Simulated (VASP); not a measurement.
# Ru (P6_3/mmc) in VASP: further runs, part 3 of 3

VASP 6.6.1. The steps go on from the part before.

## Step 6: Single point, PBEsol (grid = ENCUT=400 dk=0.35 cell=2x2x1 ISMEAR=1 SIGMA=0.1 LREAL=Auto EDIFF=1e-06)

INCAR reads:

```
  PREC = Accurate
  ENCUT = 400
  EDIFF = 1E-6
  ISMEAR = 1
  SIGMA = 0.1
  LREAL = Auto
  LASPH = True
  NELM = 120
  ALGO = Fast
  ISIF = 2
  LWAVE = False
  LCHARG = False
  GGA = PS
  NBANDS = 64
```

KPOINTS reads:

```
Automatic mesh
0
Gamma
  4 4 5
```

POSCAR reads:

```
Ru
1.0
    5.4116000000      0.0000000000      0.0000000000
   -2.7058000000      4.6865830752      0.0000000000
    0.0000000000      0.0000000000      4.2819000000
Ru
8
Direct
    0.3333333334      0.1666666666      0.7500000000
    0.3333333334      0.6666666666      0.7500000000
    0.8333333333      0.1666666666      0.7500000000
    0.8333333333      0.6666666666      0.7500000000
    0.1666666666      0.3333333334      0.2500000000
    0.1666666666      0.8333333333      0.2500000000
    0.6666666666      0.3333333334      0.2500000000
    0.6666666666      0.8333333333      0.2500000000
```

Potentials or basis: VASP PAW PBE potentials, release 64 (Ru_pv).

On the command line:

```
> cat potpaw_PBE.64/Ru_pv/POTCAR > POTCAR
> mpirun -np 1 vasp_std > vasp.out
```

OUTCAR:

```text
PREC = Accurate
   ENCUT = 400
   EDIFF = 1E-6
   ISMEAR = 1
   LREAL = Auto
   LASPH = True
   NELM = 120
   ISIF = 2
   GGA = PS

 Found     12 irreducible k-points:

 Following reciprocal coordinates:
            Coordinates               Weight
  0.000000  0.000000  0.000000      1.000000
  0.250000  0.000000  0.000000      6.000000
  0.500000  0.000000  0.000000      3.000000
  0.250000  0.250000  0.000000      6.000000
  0.000000  0.000000  0.200000      2.000000
  0.250000  0.000000  0.200000     12.000000
   k-points           NKPTS =     12   k-points in BZ     NKDIM =     12   number of bands    NBANDS=     64
   number of dos      NEDOS =    301   number of ions     NIONS =      8
   total plane-waves  NPLWV =  36288
   dimension x,y,z NGX =    36 NGY =   36 NGZ =   28
   dimension x,y,z NGXF=    72 NGYF=   72 NGZF=   56
   ions per type =               8
   NGX,Y,Z   is equivalent  to a cutoff of  11.06, 11.06, 10.87 a.u.
   NGXF,Y,Z  is equivalent  to a cutoff of  22.12, 22.12, 21.74 a.u.
 SYSTEM =  unknown system
   PREC   = accura    normal or accurate (medium, high low for compatibility)
   ISTART =      0    job   : 0-new  1-cont  2-samecut
   ICHARG =      2    charge: 1-file 2-atom 10-const
   ISPIN  =      1    spin polarized calculation?
   LNONCOLLINEAR =      F non collinear calculations
   LSORBIT =      F    spin-orbit coupling
   LASPH  =      T    aspherical Exc in radial PAW
   ENCUT  =  400.0 eV  29.40 Ry    5.42 a.u.   8.82  8.82  6.98*2*pi/ulx,y,z
   NELM   =    120;   NELMIN=  2; NELMDL= -5     # of ELM steps
   EDIFF  = 0.1E-05   stopping-criterion for ELM
   LREAL  =      T    real-space projection
   EDIFFG = 0.1E-04   stopping-criterion for IOM
   NSW    =      0    number of steps for IOM
   IBRION =     -1    ionic relax: 0-MD 1-quasi-New 2-CG
   NFREE  =      0    steps in history (QN), initial steepest desc. (CG)
   ISIF   =      2    stress and relaxation
   ISYM   =      2    0-nonsym 1-usesym 2-fastsym
   POTIM  = 0.5000    time-step for ionic-motion
   TEBEG  =    0.0;   TEEND  =   0.0 temperature during run
   PSTRESS=    0.0 pullay stress
   NELECT =     112.0000    total number of electrons
   NUPDOWN=      -1.0000    fix difference up-down
   EMIN   =  10.00;   EMAX   =-10.00  energy-range for DOS
   EFERMI =   0.00;   METHOD = LEGACY
   ISMEAR =     1;   SIGMA  =   0.10  broadening in eV -4-tet -1-fermi 0-gaus
   EFERMI_NEDOS =   21; number of points for ismear=-14 and -15
   IALGO  =     68    algorithm
   IMIX   =      4    mixing-type and parameters
     AMIX     =   0.40;   BMIX     =  1.00
     AMIX_MAG =   1.60;   BMIX_MAG =  1.00
  volume/ion in A,a.u.               =      13.57        91.61
  Fermi-wavevector in a.u.,A,eV,Ry     =   1.654022  3.125649 37.222674  2.735789
  Thomas-Fermi vector in A             =   2.742361
   LORBIT       =      0    0 simple, 1 ext, 2 COOP (PROOUT), +10 PAW based schemes
   GGA     = PS    functional components
   LHFCALC =     F    Hartree Fock is set to
   AEXX    =    0.0000 exact exchange contribution
   IVDW    =     0    specifies the selected vdW correction
   LEPSILON=     F    determine dielectric tensor
   LRPA    =     F    only Hartree local field effects (RPA)
 non-spin polarized calculation
 RMM-DIIS sequential band-by-band and
 Methfessel and Paxton  Order N= 1 SIGMA  =   0.10
  energy-cutoff  :      400.00
  volume of cell :      108.60
 maximum number of plane-waves:      1992
 NGX is ok and might be reduce to    36
   NGX = 17   NGY = 17   NGZ = 13

 number of electron     112.0000029 magnetization

 Free energy of the ion-electron system (eV)
  ---------------------------------------------------
  ext. energy  EPLUGINS =         0.00000000
  ---------------------------------------------------
  free energy    TOTEN  =       -81.49250955 eV

  energy without entropy =      -81.49045614  energy(sigma->0) =      -81.49182508

 E-fermi :  12.6941     XC(G=0): -14.2832

 val. band max:       12.6861962022   @ k =   0.2500   0.0000   0.4000
 cond. band min:      12.7098779839   @ k =   0.2500   0.0000   0.4000
 fundamental gap:      0.0236817817
 Fermi energy:        12.6941336798

 k-point     1 :       0.0000    0.0000    0.0000
  band No.  band energies     occupation
      1     -30.9135      2.00000
      2     -30.7183      2.00000
      3     -30.7183      2.00000
      4     -30.7183      2.00000
      5     -30.5259      2.00000
      6     -30.5259      2.00000
[... 391 lines left out ...]
     63      14.0113     -0.00000
     64      14.3752     -0.00000

 [... further k-points ...]
[... 5 lines left out ...]
  --------------------------------------------------------------------------------------
  -------------------------------------------------------------------------------------
  Total       -4.8618783     -4.8618783     -5.8125296      0.0000000      0.0000000      0.0000000
  in kB      -71.7292245    -71.7292245    -85.7545620      0.0000000      0.0000000      0.0000000
  external PRESSURE =     -76.4043370 kB  Pullay stress =       0.0000000 kB

 VOLUME and BASIS-vectors are now :
 -----------------------------------------------------------------------------
  energy-cutoff  :      400.00
  volume of cell :      108.60
      direct lattice vectors                 reciprocal lattice vectors
     5.411600000  0.000000000  0.000000000     0.184788233  0.106687536  0.000000000
    -2.705800000  4.686583075  0.000000000     0.000000000  0.213375072  0.000000000
     0.000000000  0.000000000  4.281900000     0.000000000  0.000000000  0.233541185

 POSITION                                       TOTAL-FORCE (eV/Angst)
 -----------------------------------------------------------------------------------
      1.35290      0.78110      3.21143        -0.000000     -0.000000     -0.000000
      0.00000      3.12439      3.21143         0.000000     -0.000000      0.000000
      4.05870      0.78110      3.21143         0.000000     -0.000000     -0.000000
      2.70580      3.12439      3.21143         0.000000      0.000000      0.000000
     -0.00000      1.56219      1.07048        -0.000000     -0.000000     -0.000000
     -1.35290      3.90549      1.07048        -0.000000      0.000000      0.000000
      2.70580      1.56219      1.07048        -0.000000      0.000000     -0.000000
      1.35290      3.90549      1.07048        -0.000000     -0.000000      0.000000
 -----------------------------------------------------------------------------------
    total drift:                                0.000001      0.000001      0.000000

  FREE ENERGIE OF THE ION-ELECTRON SYSTEM (eV)
  ---------------------------------------------------
  free  energy   TOTEN  =       -81.4925095466 eV

  energy  without entropy=      -81.4904561430  energy(sigma->0) =      -81.49182508
```

stdout:

```text
POSCAR found type information on POSCAR Ru
 POSCAR found :  1 types and       8 ions
 scaLAPACK will be used
 -----------------------------------------------------------------------------
|                                                                             |
|                                                                             |
|     You have a (more or less) 'small supercell' and for smaller cells       |
|     it is recommended to use the reciprocal-space projection scheme!        |
|     The real-space optimization is not efficient for small cells and it     |
|     is also less accurate ...                                               |
|     Therefore, set LREAL=.FALSE. in the INCAR file.                         |
|                                                                             |
 -----------------------------------------------------------------------------

 -----------------------------------------------------------------------------
|                                                                             |
|                                                                             |
|     You enforced a specific xc type in the INCAR file but a different       |
|     I HOPE YOU KNOW WHAT YOU ARE DOING!                                     |
|                                                                             |
 -----------------------------------------------------------------------------

 LDA part: xc-table for (Slater+PW92), standard interpolation
 POSCAR, INCAR and KPOINTS ok, starting setup
 FFT: planning ... GRIDC
 FFT: planning ... GRID_SOFT
 FFT: planning ... GRID
 WAVECAR not read
 entering main loop
```

Run time: 1.8 min. Hardware: 1 thread of Intel Xeon Platinum 8259CL at 2.50GHz (Skylake/Cascade Lake), shared host; peak memory 0.2 GiB.

These settings aren't checked as converged: the numbers below hold their error.

What came out:

```
Free energy            : -81.4925 eV
Pressure               : -7.6 GPa
Band gap on the k mesh : none (metal or under the smearing width)
```

Caveat: the PAW data sets were made with another functional, which shifts forces and pressure a little.
